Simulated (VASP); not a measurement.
**Sn2Ge: single point with LDA**

Sn2Ge:

```
CELL_PARAMETERS angstrom
0.00000 3.14297 3.14297
3.14297 0.00000 3.14297
3.14297 3.14297 0.00000
ATOMIC_POSITIONS crystal
Sn 0.75000 0.75000 0.75000
Sn 0.25000 0.25000 0.25000
Ge 0.00000 0.00000 0.00000
```

The cell comes from a database or a generator and needn't be the stable form of this composition.

```yaml
Program: VASP 6.6.1
Task: single point
Functional: LDA
Potentials_or_basis: VASP PAW LDA potentials, release 64 (Sn_d, Ge_d)
Cutoff: 520 eV
k_mesh: 6 × 6 × 6
Occupations: gaussian, width 0.1 eV
Spin: no spin polarisation
Dipole_correction: no
Further_INCAR_settings: ALGO = Normal; EDIFF = 1e-06; NBANDS = 28
```

```yaml
Pressure: 22.3 GPa
Band_gap_on_the_k_mesh: none (metal or under the smearing width)
```

Levels at points of the mesh, in eV from the Fermi level:
| k point | band 18 | band 19 | band 20 | band 21 | band 22 | band 23 | band 24 | band 25 |
| --- | --- | --- | --- | --- | --- | --- | --- | --- |
| (0.00, 0.00, 0.00) | -2.14 | -1.20 | -1.20 | -1.20 | -1.07 | -1.07 | -1.07 | 4.32 |
| (0.50, 0.00, 0.00) | -4.00 | -2.80 | -2.80 | -0.20 | -0.20 | 1.05 | 5.68 | 5.90 |
| (0.50, 0.50, 0.00) | -5.69 | -4.94 | -4.94 | -1.61 | 5.63 | 5.63 | 5.80 | 6.51 |

Wall time 10 s on 1 thread of Intel(R) Xeon(R) 6975P-C (Granite Rapids) (shared host), peak memory 0.17 GiB.

Caveat: so large a pressure means that the cell lies far from this level's equilibrium, or that cutoff or potentials fall short.
